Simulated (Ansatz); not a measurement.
Method: DFT PBE, scalar-relativistic, plane waves, PAW (Ansatz 0.2.0). All cells share a 420 eV cutoff and Γ-centred k meshes spaced at most about 0.3 Å⁻¹ (about 0.25 or finer for metals, 2π included). No spin polarisation.

All energies are static (0 K, no zero-point motion).

Compare these two cells of InSe, each relaxed at this level.

A. Space group Pm-3m (No. 221), cubic, a = 3.632 Å. In has 8 Se at 3.15 Å and 6 In at 3.63 Å; Se has 8 In at 3.15 Å and 6 Se at 3.63 Å.

B. Space group Fm-3m (No. 225), cubic, a = 5.926 Å. In is surrounded by 6 Se at 2.96 Å; Se is surrounded by 6 In at 2.96 Å.

Question: Which form is favoured at zero pressure, and by what margin per atom?

Answer: B is lower, by 242 meV/atom. A has the caesium chloride type, space group Pm-3m (No. 221), 24.0 Å³/atom and no gap on its mesh; B has the rock salt type, space group Fm-3m (No. 225), 26.0 Å³/atom and no gap. Counting Se atoms around In (those within 1.25 times the shortest such distance or 1.15 times the sum of covalent radii; the shortest distance is added where it is long for a bond), A has In 8 from 3.1 Å and B has In 6. The lower one is the more open, so pressure narrows the difference. Both come from invented guesses. The lowest form computed isn't among them: it has space group R3m (No. 160), 33.7 Å³/atom, is reached from a Materials Project cell and lies 91 meV/atom below the best shown.

In Pm-3m, Fm-3m an odd number of electrons in the primitive cell allows no gap without spin; a larger cell or a magnetic state could open one. Cells relaxed within their symmetry can be saddle points. Some structure types and database cells were kept out of the candidates from the start, so a known form may be missing.
